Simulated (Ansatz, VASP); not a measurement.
**SnH5: VASP beside Ansatz**

```
Sn H
1.0
     4.01790    0.00000    0.00000
    -2.00895    3.47960    0.00000
     0.00000    0.00000    4.12333
Sn H
1 5
Direct
  0.00000 0.00000 0.50000
  0.66667 0.33333 0.90621
  0.00000 0.00000 0.00000
  0.66667 0.33333 0.09379
  0.33333 0.66667 0.09379
  0.33333 0.66667 0.90621
```

Change from the starting cell: species swapped into the BaSn5 type (P6/mmm, No. 191).

Alike in both runs: functional PBE; k mesh 12 × 12 × 10; occupations gaussian, width 0.1 eV; no spin polarisation.

Ansatz relaxed the structure, and its values are those at the end. VASP's run is a single point on that final structure, the one shown.

```csv
,VASP,Ansatz
version,VASP 6.6.1,Ansatz 0.2.0
potentials or method,"VASP PAW PBE potentials, release 64 (Sn_d, H)","scalar-relativistic, plane waves, PAW"
plane-wave cutoff (eV),520,420
valence electrons in the cell,19,19
```

|  | VASP | Ansatz | Ansatz less VASP |
| --- | --- | --- | --- |
| gap on the k mesh at the Fermi level (eV) | none | none | - |
| pressure (GPa) | -0.2 | 0.0 | +0.21 |
| rms of the force components (eV/Å) | 0.004 | 0.001 | -0.0028 |

A gap of «none» marks a metal or a gap that the smearing closes. The functional is the same, so the differences come from potentials, cutoffs and numerics.
